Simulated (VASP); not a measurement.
Crystal: Ge.

```
Ge
1.0
     0.00000    2.82891    2.82891
     2.82891    0.00000    2.82891
     2.82891    2.82891    0.00000
Ge
2
Direct
  0.75000 0.75000 0.75000
  0.50000 0.50000 0.50000
```

```yaml
Program: VASP 6.6.1
Task: relaxation of cell and atoms
Functional: PBE
Potentials_or_basis: VASP PAW PBE potentials, release 54 (Ge_d)
Cutoff: 600 eV
k_mesh: 8 × 8 × 8
Occupations: fermi-dirac, width 0.05 eV
Spin: no spin polarisation
```

At the start: pressure 3.6 GPa; volume 22.64 Å³/atom.

Problem. Where does the relaxation end?

Solution. Over 3 steps the energy falls by 13.6 meV/atom and the volume is 23.91 Å³/atom (+5.6 %); space group Fd-3m (No. 227, to 0.05 Å).

The path:
```csv
step,energy change (eV),largest force (eV/Å),pressure (GPa),volume (Å³)
1,0.0000,0.0000,3.57,45.28
2,-0.0246,0.0000,-0.99,48.66
3,-0.0273,0.0000,-0.02,47.82
```

Final structure:
```
Ge
1.0
     0.00000    2.88090    2.88090
     2.88090    0.00000    2.88090
     2.88090    2.88090    0.00000
Ge
2
Direct
  0.75000 0.75000 0.75000
  0.50000 0.50000 0.50000
```

The cell as given is a measured one (22.64 Å³/atom); PBE puts the equilibrium volume +5.6 % from it, thermal expansion not counted.
